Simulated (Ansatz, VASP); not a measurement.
# ZnS (Wurtzite-2H): VASP beside Ansatz, part 2 of 2

Aim: how closely do two programs agree when they are given the same cell, functional and k mesh? Of the first pair: The two relaxations start from unlike cells of this crystal (the structure described is Ansatz's start), so only their ends are compared.

VASP 6.6.1 and Ansatz 0.2.0.

So far: The starting structure; Ansatz: relaxation of cell and atoms, PBEsol with D3(BJ); VASP: relaxation of cell and atoms, PBEsol with D3(BJ); Side by side.

## (5) VASP: relaxation of cell and atoms, BLYP with D3(BJ)

Level of this step: BLYP with D3(BJ); plane waves and PAW (Zn, S) (VASP).

The relaxed volume is the usual yardstick between codes: in a stiff, nearly cubic crystal its relative difference is about their pressure difference at one cell divided by the bulk modulus.

INCAR reads:

```
SYSTEM = ZnS
PREC = Accurate
ENCUT = 500
EDIFF = 1E-07
NELM = 120
ISMEAR = 0
SIGMA = 0.02
LREAL = .FALSE.
ALGO = Normal
GGA = B5
ALDAX = 1
AGGAX = 1
AGGAC = 1
ALDAC = 0
IVDW = 12
VDW_S6 = 1
VDW_S8 = 2.6996
VDW_A1 = 0.4298
VDW_A2 = 4.2359
NBANDS = 24
LORBIT = 11
LWAVE = .FALSE.
LCHARG = .FALSE.
ISIF = 3
IBRION = 2
NSW = 80
EDIFFG = -0.005
LASPH = .TRUE.
GGA_COMPAT = .FALSE.
NELMIN = 4
EFERMI = MIDGAP
KPAR = 2
```

POSCAR reads:

```
ZnS
1.0
    3.8110000000      0.0000000000      0.0000000000
   -1.9055000000      3.3004230000      0.0000000000
    0.0000000000      0.0000000000      6.2340000000
Zn S
2 2
Direct
    0.3333333333      0.6666666667      0.0000000000
    0.6666666667      0.3333333333      0.5000000000
    0.3333333333      0.6666666667      0.3850000000
    0.6666666667      0.3333333333      0.8850000000
```

KPOINTS reads:

```
Automatic mesh
0
Gamma
9 9 4
0 0 0
```

Potentials, in the order of the species: Zn and S (PBE family, release 64).

On the command line:

```bash
$ mpirun -np 2 vasp_std
```

Numbers of over 12 decimals in the logs are rounded to 6 here.

Log:

```text
[banner, memory and clock lines left out]
running    2 mpi-ranks, on    1 nodes
[...]
[... a notice as in an earlier step ...]

 LDA part: xc-table for (Slater(with rela. corr.)+VWN5), standard interpolation
 POSCAR, INCAR and KPOINTS ok, starting setup
[...]
entering main loop
       N       E                     dE             d eps       ncg     rms          rms(c)
DAV:   1     0.238522688723E+03    0.23852E+03   -0.17128E+04  1728   0.178E+03
DAV:   2     0.944742534690E+01   -0.22908E+03   -0.22150E+03  1816   0.360E+02
DAV:   3    -0.120918867206E+02   -0.21539E+02   -0.21430E+02  2160   0.113E+02
DAV:   4    -0.125315323430E+02   -0.43965E+00   -0.43934E+00  2024   0.167E+01
[...]
DAV:  12    -0.114974302674E+02    0.89832E-06   -0.12619E-05  2616   0.448E-02    0.263E-03
DAV:  13    -0.114974303166E+02   -0.49148E-07   -0.18114E-06  2056   0.808E-03    0.431E-03
DAV:  14    -0.114974302701E+02    0.46466E-07   -0.19227E-07  1824   0.286E-03
   1 F= -.14180140E+02 E0= -.14180140E+02  d E =-.141801E+02
[... from here on, the cycles between the ionic steps are left out ...]
   2 F= -.14197584E+02 E0= -.14197584E+02  d E =-.174444E-01
   3 F= -.14197769E+02 E0= -.14197769E+02  d E =-.176290E-01
   4 F= -.14202207E+02 E0= -.14202207E+02  d E =-.443766E-02
   5 F= -.14203989E+02 E0= -.14203989E+02  d E =-.622005E-02
   6 F= -.14204905E+02 E0= -.14204905E+02  d E =-.713645E-02
   7 F= -.14205295E+02 E0= -.14205295E+02  d E =-.389390E-03
   8 F= -.14205503E+02 E0= -.14205503E+02  d E =-.597694E-03
[...]
reached required accuracy - stopping structural energy minimisation
```

OUTCAR, selected parts (step 5):

```text
 Edisp (eV)   -2.67898

 Edisp (eV)   -2.68698

  Total       0.00329     0.00329    -0.01472     0.00000    -0.00000     0.00000
  in kB       0.06736     0.06736    -0.30108     0.00000    -0.00000     0.00000
  external pressure =       -0.06 kB  Pullay stress =        0.00 kB

 POSITION                                       TOTAL-FORCE (eV/Angst)
 -----------------------------------------------------------------------------------
     -0.00000      2.19429      0.03749         0.000000      0.000000      0.002859
      1.90031      1.09715      3.16882        -0.000000      0.000000      0.002859
     -0.00000      2.19429      2.37363        -0.000000     -0.000000     -0.002859
      1.90031      1.09715      5.50495         0.000000     -0.000000     -0.002859
 -----------------------------------------------------------------------------------
    total drift:                                0.000000      0.000000     -0.000072

  FREE ENERGIE OF THE ION-ELECTRON SYSTEM (eV)
  ---------------------------------------------------
  free  energy   TOTEN  =       -14.2055030126 eV

  energy  without entropy=      -14.2055030126  energy(sigma->0) =      -14.20550301

[... 2 parts as in an earlier step ...]

[... 2 further parts left out ...]
[key lines of the parts left out:]
E-fermi :   3.6798
```

## (6) Ansatz: relaxation of cell and atoms, BLYP with D3(BJ)

The same cell, functional (in two slightly different forms), mesh and smearing now go to Ansatz, which takes its cutoff from its data sets.

The cell is taken from a series of runs on this material, whose earlier steps may have relaxed, scaled, displaced or heated it; both programs get it as it stands.

input.yaml reads:

```yaml
crystal:
  lattice:
    - [3.811, 0.0, 0.0]
    - [-1.9055, 3.3004228138, 0.0]
    - [0.0, 0.0, 6.234]
  atoms:
    - { symbol: Zn, position: [0.3333333333, 0.6666666667, 0.0] }
    - { symbol: Zn, position: [0.6666666667, 0.3333333333, 0.5] }
    - { symbol: S, position: [0.3333333333, 0.6666666667, 0.385] }
    - { symbol: S, position: [0.6666666667, 0.3333333333, 0.885] }
kpoints:
  mp_grid: { grid: [9, 9, 4] }
hamiltonian:
  xc: blyp
  dispersion: d3bj
scf:
  occupations: { method: gaussian, width: 0.02 }
output:
  forces: true
  stress: true
  eigenvalues: true
relax:
  adjacent_minimum: "off"
  f_tol: 0.005
  max_steps: 60
  cell: { stress_tol: 0.03 }
```

On the command line:

```bash
$ ansatz run input.yaml --threads 4 --pin off --max-ram 8192MiB --backend cpu --events-out ev --progress --plain --runs-dir out
```

Log:

```text
[...]
Crystal: 4 atoms, lattice volume = 78.411 Å³
Basis set: ecut = 420 eV, 1521 PW (Γ), exchange–correlation on 54×54×90 points (8 copies of the dense FFT grid, shifted against one another)
Bands: 22, of which v1, the nominal top of the filled ones, is band 18 counted from 1 (17 counted from 0)
Symmetry: 12 space group operations
[...]
k-points: 36 of 324 (time reversal used)
[...]
--- Relaxed structure (5 steps of the walk, 5 accepted, 1 SCFs on fresh bases) ---
[...]
cell:  # Å, volume = 78.1980 Å³
    - [3.798324, 0.0, 0]
    - [-1.899162, 3.289445, 0]
    - [0, 0, 6.258652]
  atoms:
    - { symbol: Zn, position: [0.333333, 0.666667, 0.0060197] }
    - { symbol: Zn, position: [0.666667, 0.333333, 0.506020] }
    - { symbol: S, position: [0.333333, 0.666667, 0.378980] }
    - { symbol: S, position: [0.666667, 0.333333, 0.878980] }
[key lines of the parts left out:]
SCF converged after 6 iterations
Free energy (F): -8476.252410 eV
Fermi energy:    7.387845 eV
P = ⅓ Tr σ = 0.0017 GPa (0.017 kbar)
```

## (7) Comparison

What differs besides the data sets and the points named for the pairs above, as far as they apply: VASP's log shows a relativistic correction to its local exchange, Ansatz's none. Total energies have different zeros and are not compared.

Compared:

```tsv
quantity	Ansatz	VASP	difference
volume (Å³)	78.20	78.34	-0.18 %
edge a after relaxation, in the typed setting (Å)	3.798	3.801	-0.06 %
edge c after relaxation, in the typed setting (Å)	6.259	6.263	-0.06 %
```

## (8) VASP: relaxation of cell and atoms, PBE with D3(BJ)

The relaxed volume is the usual yardstick between codes: in a stiff, nearly cubic crystal its relative difference is about their pressure difference at one cell divided by the bulk modulus.

Changes to INCAR since step 5:

```diff
@@ -9,12 +9,4 @@
 ALGO = Normal
-GGA = B5
-ALDAX = 1
-AGGAX = 1
-AGGAC = 1
-ALDAC = 0
+GGA = PE
 IVDW = 12
-VDW_S6 = 1
-VDW_S8 = 2.6996
-VDW_A1 = 0.4298
-VDW_A2 = 4.2359
 NBANDS = 24
```

POSCAR is that of step 5.

KPOINTS is that of step 5.

On the command line:

```bash
$ mpirun -np 2 vasp_std
```

Log:

```text
[banner, memory and clock lines left out]
running    2 mpi-ranks, on    1 nodes
[...]
LDA part: xc-table for (Slater+PW92), standard interpolation
 POSCAR, INCAR and KPOINTS ok, starting setup
[...]
entering main loop
       N       E                     dE             d eps       ncg     rms          rms(c)
DAV:   1     0.232604914263E+03    0.23260E+03   -0.17067E+04  1728   0.177E+03
DAV:   2     0.660849628216E+01   -0.22600E+03   -0.21861E+03  1816   0.358E+02
DAV:   3    -0.140844612322E+02   -0.20693E+02   -0.20592E+02  2176   0.110E+02
DAV:   4    -0.145047354230E+02   -0.42027E+00   -0.42001E+00  1952   0.163E+01
[...]
DAV:  13    -0.136535391867E+02   -0.34773E-05   -0.49181E-06  1984   0.132E-02    0.294E-03
DAV:  14    -0.136535393045E+02   -0.11785E-06   -0.23267E-07  1848   0.862E-03    0.454E-04
DAV:  15    -0.136535393995E+02   -0.95033E-07   -0.10184E-07  1424   0.337E-03
   1 F= -.14892516E+02 E0= -.14892516E+02  d E =-.148925E+02
[... from here on, the cycles between the ionic steps are left out ...]
   2 F= -.14909358E+02 E0= -.14909358E+02  d E =-.168410E-01
   3 F= -.14909618E+02 E0= -.14909618E+02  d E =-.171011E-01
   4 F= -.14912783E+02 E0= -.14912783E+02  d E =-.316559E-02
   5 F= -.14915427E+02 E0= -.14915427E+02  d E =-.580917E-02
   6 F= -.14915412E+02 E0= -.14915412E+02  d E =0.148205E-04
   7 F= -.14915505E+02 E0= -.14915505E+02  d E =-.784908E-04
[...]
reached required accuracy - stopping structural energy minimisation
```

From OUTCAR (step 8):

```text
 Edisp (eV)   -1.24541

 Edisp (eV)   -1.24795

  Total      -0.00035    -0.00035     0.00668     0.00000    -0.00000     0.00000
  in kB      -0.00715    -0.00715     0.13731     0.00000    -0.00000     0.00000
  external pressure =        0.04 kB  Pullay stress =        0.00 kB

 POSITION                                       TOTAL-FORCE (eV/Angst)
 -----------------------------------------------------------------------------------
     -0.00000      2.19249      0.03519         0.000000      0.000000     -0.004094
      1.89875      1.09625      3.15504         0.000000      0.000000     -0.004094
     -0.00000      2.19249      2.36710        -0.000000     -0.000000      0.004094
      1.89875      1.09625      5.48694        -0.000000     -0.000000      0.004094
 -----------------------------------------------------------------------------------
    total drift:                               -0.000000     -0.000000     -0.000585

  FREE ENERGIE OF THE ION-ELECTRON SYSTEM (eV)
  ---------------------------------------------------
  free  energy   TOTEN  =       -14.9155052382 eV

  energy  without entropy=      -14.9155052382  energy(sigma->0) =      -14.91550524

[... 2 parts as in an earlier step ...]

[... 2 further parts left out ...]
[key lines of the parts left out:]
E-fermi :   3.3645
```

## (9) Ansatz: relaxation of cell and atoms, PBE with D3(BJ)

The same cell, functional, mesh and smearing now go to Ansatz, which takes its cutoff from its data sets.

The cell is taken from a series of runs on this material, whose earlier steps may have relaxed, scaled, displaced or heated it; both programs get it as it stands.

Changes to input.yaml since step 6:

```diff
@@ -13,3 +13,3 @@
 hamiltonian:
-  xc: blyp
+  xc: pbe
   dispersion: d3bj
```

On the command line:

```bash
$ ansatz run input.yaml --threads 4 --pin off --max-ram 8192MiB --backend cpu --events-out ev --progress --plain --runs-dir out
```

Log:

```text
[...]
Crystal: 4 atoms, lattice volume = 78.411 Å³
Basis set: ecut = 420 eV, 1521 PW (Γ), exchange–correlation on 54×54×90 points (8 copies of the dense FFT grid, shifted against one another)
Bands: 22, of which v1, the nominal top of the filled ones, is band 18 counted from 1 (17 counted from 0)
Symmetry: 12 space group operations
[...]
k-points: 36 of 324 (time reversal used)
[...]
--- Relaxed structure (5 steps of the walk, 5 accepted, 1 SCFs on fresh bases) ---
[...]
cell:  # Å, volume = 77.7584 Å³
    - [3.794814, 0.0, 0]
    - [-1.897407, 3.286406, 0]
    - [0, 0, 6.234986]
  atoms:
    - { symbol: Zn, position: [0.333333, 0.666667, 0.00558481] }
    - { symbol: Zn, position: [0.666667, 0.333333, 0.505585] }
    - { symbol: S, position: [0.333333, 0.666667, 0.379415] }
    - { symbol: S, position: [0.666667, 0.333333, 0.879415] }
[key lines of the parts left out:]
SCF converged after 6 iterations
Free energy (F): -8446.683155 eV
Fermi energy:    7.121401 eV
P = ⅓ Tr σ = 0.0011 GPa (0.011 kbar)
```

## (10) Comparison

Compared:

```tsv
quantity	Ansatz	VASP	difference
volume (Å³)	77.76	77.93	-0.22 %
edge a after relaxation, in the typed setting (Å)	3.795	3.797	-0.07 %
edge c after relaxation, in the typed setting (Å)	6.235	6.240	-0.08 %
```

## (11) What came out

| Property | Result |
| --- | --- |
| difference in volume (relaxation of cell and atoms, PBEsol with D3(BJ)) | -0.22 % |
| difference in volume (relaxation of cell and atoms, BLYP with D3(BJ)) | -0.18 % |
| difference in volume (relaxation of cell and atoms, PBE with D3(BJ)) | -0.22 % |

What this shows: The difference in volume is -0.22 % (relaxation of cell and atoms, PBEsol with D3(BJ)), within the 1.2 % picked in this series as the mark of a large difference, as far as the stopping tolerances let one tell. 1 further run of this series is not shown here. How closely two codes agree says nothing of how well the functional describes the real material.

[Lines on the potential files, build, host, timing and source positions are cut from VASP's logs without a mark.]

[Logs are printed without paths, hosts, clocks, repeated set-up lines and the standing remarks that a program may print on its own settings, such as how far it seeks lower states.]

[Hosts, paths, dates, database ids (printed as entryN), source tags and the programs' standing remarks are cut or masked in the printed files.]
